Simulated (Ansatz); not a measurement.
# TaC: the cost of one run

Computed with Ansatz 0.2.0 (DFT LDA, scalar-relativistic, unless a step's input says otherwise).

## 1. The starting structure

It takes space group Fm-3m (No. 225, cubic). The conventional cell has a = 4.454 Å, b = 4.454 Å, c = 4.454 Å, α = 90.00°, β = 90.00°, γ = 90.00°. Around Ta (site symmetry m-3m) lie 6 C at 2.23 Å. C (site symmetry m-3m) is surrounded by 6 Ta at 2.23 Å.

Coordinates:

```cif
data_structure
_symmetry_space_group_name_H-M 'Fm-3m'
_symmetry_Int_Tables_number 225
_cell_length_a 4.4540
_cell_length_b 4.4540
_cell_length_c 4.4540
_cell_angle_alpha 90.000
_cell_angle_beta 90.000
_cell_angle_gamma 90.000
_cell_volume 88.36
loop_
_atom_site_label
_atom_site_type_symbol
_atom_site_symmetry_multiplicity
_atom_site_Wyckoff_symbol
_atom_site_fract_x
_atom_site_fract_y
_atom_site_fract_z
_atom_site_occupancy
Ta1 Ta 4 a 0.00000 0.00000 0.00000 1
C1 C 4 b 0.50000 0.00000 0.00000 1
```

The file gives the conventional cell by its symmetry; the runs use the cell typed in the input.

Atoms are numbered in the order of the input: Ta1, C2.

## 2. Volume × 0.96, LAPW

Contents of input.yaml:

```yaml
crystal:
  lattice:
    - [0.0, 2.1969017158, 2.1969017158]
    - [2.1969017158, 0.0, 2.1969017158]
    - [2.1969017158, 2.1969017158, 0.0]
  atoms:
    - { symbol: Ta, position: [0.0, 0.0, 0.0] }
    - { symbol: C, position: [0.5, 0.5, 0.5] }
kpoints:
  mp_grid: { grid: [16, 16, 16] }
  band_path:
    path:
      - [0.0, 0.0, 0.0]
      - [0.5, 0.0, 0.5]
      - [0.625, 0.25, 0.625]
      - [0.375, 0.375, 0.75]
      - [0.0, 0.0, 0.0]
      - [0.5, 0.5, 0.5]
      - [0.5, 0.25, 0.75]
      - [0.5, 0.0, 0.5]
    npoints: 5
scf:
  occupations: { method: fermi_dirac, width: 0.05 }
hamiltonian:
  xc: lda
  pseudopotentials: { kind: all_electron, lapw: { basis_error: 0.001 } }
output:
  forces: true
  stress: true
  eigenvalues: true
```

Launch:

```console
$ ansatz run input.yaml --threads 1 --pin off --max-ram 3072MiB --backend cpu --events-out ev --progress --plain --runs-dir out
```

**Question.** How long does this run take on 1 thread of Arm Neoverse V2, shared host, and how much memory does it need?

About 41 s, with a peak of 0.54 GiB.
